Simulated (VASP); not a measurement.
# BN: binding of two layers

BN, sheet, 4 atoms in the cell. PBE with MBD; PAW potentials N, B (PBE set).

Vacuum (Å): 14; k-point spacing in the plane (1/Å): 0.3; In-plane mesh in multiples of three: yes; Starting cell: layer relaxed first with the same functional; Shift of the second layer (fractional): 0.6667, 0.3333.

## Input

INCAR:
```
SYSTEM = BN
PREC = Accurate
ENCUT = 525
EDIFF = 1E-6
ISMEAR = 0
SIGMA = 0.05
LREAL = .False.
LASPH = .True.
ALGO = Normal
NELM = 120
LWAVE = .False.
LCHARG = .False.
GGA = PE
IVDW = 202
KPAR = 4
```

KPOINTS:
```
Automatic mesh
0
Gamma
  12 12 1
  0 0 0
```

POSCAR.step1:
```
BN
1.0
    2.5061674281      0.0000000000      0.0000000000
   -1.2530837140      2.1704046589      0.0000000000
    0.0000000000      0.0000000000     14.0000000000
N B
1 1
Direct
    0.0000000000      0.0000000000      0.5000000000
    0.3333333334      0.6666666666      0.5000000000
```

POSCAR.step2:
```
BN
1.0
    2.5061674281      0.0000000000      0.0000000000
   -1.2530837140      2.1704046589      0.0000000000
    0.0000000000      0.0000000000     16.8000000002
N B
2 2
Direct
    0.0000000000      0.0000000000      0.4166666667
    0.6666666667      0.3333333333      0.5833333333
    0.3333333334      0.6666666666      0.4166666667
    1.0000000001      0.9999999999      0.5833333333
```

POSCAR.step3:
```
BN
1.0
    2.5061674281      0.0000000000      0.0000000000
   -1.2530837140      2.1704046589      0.0000000000
    0.0000000000      0.0000000000     17.0499999991
N B
2 2
Direct
    0.0000000000      0.0000000000      0.4105571848
    0.6666666667      0.3333333333      0.5894428152
    0.3333333334      0.6666666666      0.4105571848
    1.0000000001      0.9999999999      0.5894428152
```

POSCAR.step4:
```
BN
1.0
    2.5061674281      0.0000000000      0.0000000000
   -1.2530837140      2.1704046589      0.0000000000
    0.0000000000      0.0000000000     17.2999999990
N B
2 2
Direct
    0.0000000000      0.0000000000      0.4046242775
    0.6666666667      0.3333333333      0.5953757225
    0.3333333334      0.6666666666      0.4046242775
    1.0000000001      0.9999999999      0.5953757225
```

POSCAR.step5:
```
BN
1.0
    2.5061674281      0.0000000000      0.0000000000
   -1.2530837140      2.1704046589      0.0000000000
    0.0000000000      0.0000000000     17.5499999986
N B
2 2
Direct
    0.0000000000      0.0000000000      0.3988603989
    0.6666666667      0.3333333333      0.6011396011
    0.3333333334      0.6666666666      0.3988603989
    1.0000000001      0.9999999999      0.6011396011
```

POSCAR.step6:
```
BN
1.0
    2.5061674281      0.0000000000      0.0000000000
   -1.2530837140      2.1704046589      0.0000000000
    0.0000000000      0.0000000000     17.8000000005
N B
2 2
Direct
    0.0000000000      0.0000000000      0.3932584270
    0.6666666667      0.3333333333      0.6067415730
    0.3333333334      0.6666666666      0.3932584270
    1.0000000001      0.9999999999      0.6067415730
```

POSCAR.step7:
```
BN
1.0
    2.5061674281      0.0000000000      0.0000000000
   -1.2530837140      2.1704046589      0.0000000000
    0.0000000000      0.0000000000     18.2000000000
N B
2 2
Direct
    0.0000000000      0.0000000000      0.3846153846
    0.6666666667      0.3333333333      0.6153846154
    0.3333333334      0.6666666666      0.3846153846
    1.0000000001      0.9999999999      0.6153846154
```

POSCAR.step8:
```
BN
1.0
    2.5061674281      0.0000000000      0.0000000000
   -1.2530837140      2.1704046589      0.0000000000
    0.0000000000      0.0000000000     18.7999999995
N B
2 2
Direct
    0.0000000000      0.0000000000      0.3723404255
    0.6666666667      0.3333333333      0.6276595745
    0.3333333334      0.6666666666      0.3723404255
    1.0000000001      0.9999999999      0.6276595745
```

Commands (each step's output is kept before the next begins):
```
cat potpaw_PBE.64/N/POTCAR potpaw_PBE.64/B/POTCAR > POTCAR
cp POSCAR.step1 POSCAR
mpirun -np 4 vasp_std > vasp.out
rm WAVECAR CHG
cp POSCAR.step2 POSCAR
mpirun -np 4 vasp_std > vasp.out
rm WAVECAR CHG
cp POSCAR.step3 POSCAR
mpirun -np 4 vasp_std > vasp.out
rm WAVECAR CHG
cp POSCAR.step4 POSCAR
mpirun -np 4 vasp_std > vasp.out
rm WAVECAR CHG
cp POSCAR.step5 POSCAR
mpirun -np 4 vasp_std > vasp.out
rm WAVECAR CHG
cp POSCAR.step6 POSCAR
mpirun -np 4 vasp_std > vasp.out
rm WAVECAR CHG
cp POSCAR.step7 POSCAR
mpirun -np 4 vasp_std > vasp.out
rm WAVECAR CHG
cp POSCAR.step8 POSCAR
mpirun -np 4 vasp_std > vasp.out
```

## Result

- Binding energy (meV/Å²): -21.0
- Distance between the layers' facing planes (Å): 3.34

Binding curve:

| distance (Å) | energy (eV per cell) |
|---|---|
| 2.80 | -0.0370 |
| 3.05 | -0.0999 |
| 3.30 | -0.1138 |
| 3.55 | -0.1069 |
| 3.80 | -0.0930 |
| 4.20 | -0.0698 |
| 4.80 | -0.0441 |

VASP 6.6.1 took 199 s on 4 cores (Intel Xeon Platinum 8259CL @ 2.50GHz (Skylake/Cascade Lake)), a shared host.
